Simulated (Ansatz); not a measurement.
input.yaml (Ansatz)

```yaml
crystal:
  lattice:
    - [-2.5901479265, 2.783726262, 0.8330730809]
    - [2.783726262, -2.5901479265, 0.8330730809]
    - [2.059177148, 2.059177148, -0.4785340048]
  atoms:
    - { symbol: B, position: [0.0670213573, 0.9329786427, 0.0] }
    - { symbol: B, position: [0.6829786427, 0.3170213573, 0.5] }
hamiltonian:
  xc: pbesol
  pseudopotentials:
    kind: paw
    azcp:
      B: "pseudopotentials/B.paw.azcp"
basis:
  ecutwfc: 420
  fft_grid_basis: typed
kpoints:
  mp_grid: { grid: [22, 22, 12], shift: [0, 0, 0] }
magnetization:
  spin_polarized: false
scf:
  occupations: { method: fermi_dirac, width: 0.1 }
  lower_state_search: "off"
output:
  stress: true
```

and its output:

```
Warning: 4 symmetry operations that the atoms keep within the bar at which the run's group was sought (crystal.symmetry.tolerance 1.0e-5, or twice it) were not taken beside the 4 unitary ones that the detection took (of a slab, those that keep its plane). If the more symmetric cell is meant, write the vectors of crystal.lattice to more decimals, or, with the positions in fractional coordinates, give it by lengths and angles (which lays the cell in the standard orientation, to which the deck's other Cartesian keys then refer), with the lengths that are meant to be equal typed equal, the angles likewise, and each angle that the symmetry fixes typed at its exact value (of a frozen-density pass: in the run whose state it reads). The detection then takes those 4 too, where the atoms keep them as a group. The lattice (crystal.lattice as typed, or as saved on a frozen-density pass laid at its state's geometry) misses each of them by more than the tolerance, the farthest off changing a squared length by the fraction 3.3e-5. The run does not impose them: its cell is that one, or, where this deck is also told that its lattice was moved onto its group, that cell laid onto the operations that were taken. If the cell is strained on purpose, what lies past the tolerance is rightly left out.
Warning: the record states the generating functional pbe (its physics header spells it `PBE`), which answers neither for hamiltonian.xc's functional nor for the pbesol family's — results may be inconsistent (PPs are generated against a specific XC)
Engine: ansatz 0.2.0, aarch64-unknown-linux-gnu
Pseudopotentials: kind: paw
Pseudopotential: B, paw, valence charge 3, recommended cutoff 420 eV (normal) 
Functional definition: PBEsol
  exchange = pbesol_x
  correlation = pbesol_c
Crystal: 2 atoms, lattice volume = 18.935 Å³
Basis set: ecut = 420 eV, 375 PW (Γ)
Bands: 7, of which v1, the nominal top of the filled ones, is band 3 counted from 1 (2 counted from 0)
Symmetry: 4 space group operations
Space group: C2/c (ITA 15), of the structure as read, at distance tolerance 2.7e-5 Å
k-points: 1531 of 5808
Non-local potential: B, projectors of the file, l = 0: 2, l = 1: 2, l = 2: 1
PAW form: soft (Blöchl's): semilocal exchange-correlation on the pseudo side does not see the compensation charge
PAW frozen core: B, regenerated for the run's functional, and the local potential with it (the file was generated under x = pbe(κ = 0.804, μ = 0.2195149727645171), c = pbe(β = 0.06672455060314922))
PAW one-centre angular grid: B, 110 points (default); XC on 64 Gauss nodes
Initial density: superposition of atomic densities (neutral atoms: chi_scale 0, normalization atom), corrected by the library's trained network
Initial wavefunctions: pseudopotential atomic-orbital guess
Functional: x = pbesol(κ = 0.804, μ = 0.12345679012345678), c = pbesol(β = 0.046)
SCF iter   1: F=—  HF=-304.225223 eV  |F-HF|=—  |Δ(HF+E_count)|=         —  Δρ=1.09e-2  dr2=4.65e-2  ethr=1.77e-3  ⟨swp⟩=4.5  Hψ=75411  notcnv=0
SCF iter   2: F=—  HF=-304.215764 eV  |F-HF|=—  |Δ(HF+E_count)|=   9.46e-3  Δρ=6.92e-3  dr2=2.19e-2  ethr=7.74e-4  ⟨swp⟩=1.0  Hψ=22965  notcnv=0
SCF iter   3: F=—  HF=-304.206981 eV  |F-HF|=—  |Δ(HF+E_count)|=   8.78e-3  Δρ=8.63e-4  dr2=1.52e-4  ethr=3.65e-4  ⟨swp⟩=2.5  Hψ=19425  notcnv=0
SCF iter   4: F=—  HF=-304.207015 eV  |F-HF|=—  |Δ(HF+E_count)|=   3.37e-5  Δρ=1.28e-4  dr2=4.09e-6  ethr=2.54e-6  ⟨swp⟩=2.3  Hψ=14950  notcnv=0
SCF iter   5: F=—  HF=-304.207013 eV  |F-HF|=—  |Δ(HF+E_count)|=   1.37e-6  Δρ=1.00e-5  dr2=1.06e-8  ethr=6.82e-8  ⟨swp⟩=2.4  Hψ=13901  notcnv=0  defer=27
SCF iter   6: F=-304.207013 eV  HF=-304.207013 eV  |F-HF|=1.60e-10  |Δ(HF+E_count)|=   3.67e-9  Δρ=1.11e-6  dr2=2.83e-10  ethr=1.76e-10  ⟨swp⟩=1.8  Hψ=32624  notcnv=0
SCF 1 converged in 6 iterations: F = -304.207013 eV  dr2 = 2.83e-10
SCF converged after 6 iterations
Free energy (F): -304.207013 eV
Harris-Foulkes:  -304.207013 eV  (|F-HF|=1.60e-10)
Internal energy: -304.195381 eV  (E = F + TS)
E sigma→0 (E₀):  -304.201197 eV
Entropy (-TS):   -0.011632 eV (-5.816 meV/atom)
Fermi energy:    6.638013 eV
--- Per-component energies (eV) ---
  E_band       = -1.886900
  E_kinetic    = 93.357200
  E_local      = -94.837881  (includes V_loc(G=0)·N_el)
  E_nonlocal   = 22.487664
  E_hartree    = 28.039876
  E_xc         = -62.116051
  E_vxc        = -73.785424  (∫ρ·V_xc dr)
  E_paw        = -150.729921  (= ΣΔE_a)
  E_vpaw       = -5.188145  (= ΣTr[D̂ρ^β])
  E_aug_tail   = -0.000006  (compensation charges beyond the density's cutoff)
  E_ewald      = -140.425683
  E_core_change = 0.029422  (= ΣΔE_core)
  E_smearing   = -0.011632  (= −TS)
  E_closure    = 0.000000  (closes the sum)
  Σ components = -304.207013   (vs F -304.207013, Δ=0.00e0)
--- Stress (GPa, compression-positive) ---
      -10.151895      -5.887880      -2.166470
       -5.887880     -10.151895      -2.166470
       -2.166470      -2.166470     -34.202387
  P = ⅓ Tr σ = -18.1687 GPa (-181.687 kbar)
```
